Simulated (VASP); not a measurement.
Write an ASE script for VASP 6.6.1 that does the following.

```
Task                   : single point
Functional             : LDA
Potentials or basis    : VASP PAW LDA potentials, release 54 (Ni)
Cutoff                 : 520 eV
k mesh                 : 13 × 13 × 13
Occupations            : gaussian, width 0.02 eV
Spin                   : collinear spin, ferromagnetic start
Starting moments       : [1.0] μB
Further INCAR settings : ALGO = Fast; EDIFF = 1.00e-06
```

The structure of Ni lies in POSCAR:

```
Ni
1.0
    0.0000000000      1.7375729330      1.7375729330
    1.7375729330      0.0000000000      1.7375729330
    1.7375729330      1.7375729330      0.0000000000
Ni
1
Direct
    0.0000000000      0.0000000000      0.0000000000
```

One way to write it, as run:

run.py

```python
from ase.calculators.vasp import Vasp
from ase.dft.bandgap import bandgap
from ase.io import read

atoms = read('POSCAR')
atoms.set_initial_magnetic_moments([1.0])
calc = Vasp(
    directory='calc',
    xc='lda',
    pp='LDA',
    setups='recommended',
    pp_version='54',
    prec='Accurate',
    encut=520,
    ediff=1e-06,
    ismear=0,
    sigma=0.02,
    lreal=False,
    lasph=True,
    nelm=100,
    algo='Fast',
    isif=2,
    lwave=False,
    lcharg=False,
    ispin=2,
    lorbit=11,
    lmaxmix=4,
    kpts=[13, 13, 13],
    gamma=True,
)
atoms.calc = calc

print('energy (eV):', atoms.get_potential_energy())
print('free energy (eV):', atoms.get_potential_energy(force_consistent=True))
print('forces (eV/A):')
print(atoms.get_forces())
print('stress (eV/A^3, Voigt):', atoms.get_stress())
print('Fermi level (eV):', calc.get_fermi_level())
print('moment (muB):', atoms.get_magnetic_moment())
print('site moments (muB):', atoms.get_magnetic_moments())
gap, top, bottom = bandgap(calc)
print('band gap (eV):', gap, 'from (spin, k, band)', top, 'to', bottom)
```

Potentials or basis: VASP PAW LDA potentials, release 54 (Ni).

Launch:

```bash
$ python run.py
```

It gave:

| Quantity | Value |
| --- | --- |
| Pressure | -10.3 GPa |
| Band gap on the k mesh | none (metal or under the smearing width) |
| Net moment | 0.61 μB per cell |
| Site moments | Ni +0.61 μB |
| Valence electrons inside the program's atomic spheres | Ni 9.39 |

Run time: 14 s on 1 thread of Intel(R) Xeon(R) Platinum 8559C (Emerald Rapids), with other jobs on the host, peak memory 0.12 GiB.
